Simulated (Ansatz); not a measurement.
Trial structures and their relaxed properties

Theory: DFT PBEsol, scalar-relativistic, plane waves, PAW in Ansatz 0.2.0. Settings: cutoff 420 eV, Γ-centred meshes no coarser than 0.19 Å⁻¹ for metals and 0.3 Å⁻¹ for insulators (2π included), Gaussian smearing.

Each formula was placed on the sites of the named type and relaxed at zero pressure without lowering the symmetry. No run is spin-polarised. The smearing is 0.1 eV for metals and 0.01 to 0.02 eV otherwise. Formation energies are uncorrected and refer to the elements' standard structures at the same level.

For metals, differences of a few meV/atom aren't resolved.

```
formula started on type final group a or a / b (Å) c (Å) V (Å³/atom) E over elements (eV/atom) gap on mesh (eV)
     Mo fcc Fm-3m               ?      ?            ?                       0.44              0.00
     Mo simple hexagonal P6/mmm            2.74   2.49         16.3                       0.91              0.00
     Mo graphite P6_3/mmc            4.21   4.87         18.7                          ?              0.00
     Mo alpha-gallium I4/mmm            3.09   7.50         17.9                       0.99              0.00
     Mo beta-tin I4_1/amd            5.01   2.60         16.3                       0.87              0.00
```

(1) Cell and volume of Mo on the fcc type?

(2) E over elements (eV/atom) of Mo on the graphite type?

Answers

(1) a = 3.96 Å, c = 3.96 Å, V = 15.5 Å³/atom

(2) 1.35